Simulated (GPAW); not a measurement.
Here is a GPAW 26.7.0 calculation.

Contents of run.py:

```python
from ase.filters import FrechetCellFilter
from ase.io import read, write
from ase.optimize import BFGS
from ase.units import GPa
from gpaw import GPAW, PW, setup_paths

setup_paths.insert(0, '.')

atoms = read('POSCAR')

calc = GPAW(mode=PW(800),
            xc='LDA',
            kpts={'size': (9, 9, 9), 'gamma': True},
            occupations={'name': 'fermi-dirac', 'width': 0.05},
            nbands=12,
            convergence={'density': 1e-05, 'energy': 1e-05},
            maxiter=150,
            txt='gpaw.txt')
atoms.calc = calc
opt = BFGS(FrechetCellFilter(atoms, scalar_pressure=5 * GPa), trajectory='relax.traj', logfile='-')
done = opt.run(fmax=0.05, steps=60)
calc.write('gs.gpw')
write('result.traj', atoms)
print('Converged:', done)
print('Cell:', atoms.cell.cellpar().round(4))
print('Volume:', round(atoms.get_volume(), 4))
print(atoms.get_scaled_positions().round(5))
```

The input POSCAR:

```
Mg
1.0
   -0.0081723000      2.2491726800      2.2513537400
    2.2413763100      0.0302791700      2.2129022700
    2.2783828200      2.2477277200     -0.0067273400
Mg
1
Direct
    0.0000000000      0.0000000000      0.0000000000
```

Potentials or basis: PAW data sets generated in the run's folder for this functional, pw.

The run is started by

```console
$ gpaw-setup -f LDA Mg
$ OMP_NUM_THREADS=1 python run.py
```

Problem. Estimate the relaxed volume.

Solution. 19.60 Å³/atom.

Problem. Predict the space group after relaxing (to 0.05 Å).

Solution. R-3m (No. 166).

Problem. Predict the band gap on the k mesh.

Solution. None (metal or under the smearing width).

Problem. Estimate the relaxed cell.

Solution. a = 3.025 Å, b = 3.018 Å, c = 3.046 Å, α = 59.27°, β = 60.36°, γ = 59.96°.

Final structure:
```yaml
crystal:
  lattice:
    - [-0.00251, 2.13730, 2.14019]
    - [2.14905, 0.01856, 2.11915]
    - [2.17050, 2.13749, -0.00262]
  atoms:
    - { symbol: Mg, position: [0.00000, 0.00000, 0.00000] }
```

Caveat: later steps reuse the first step's grids.
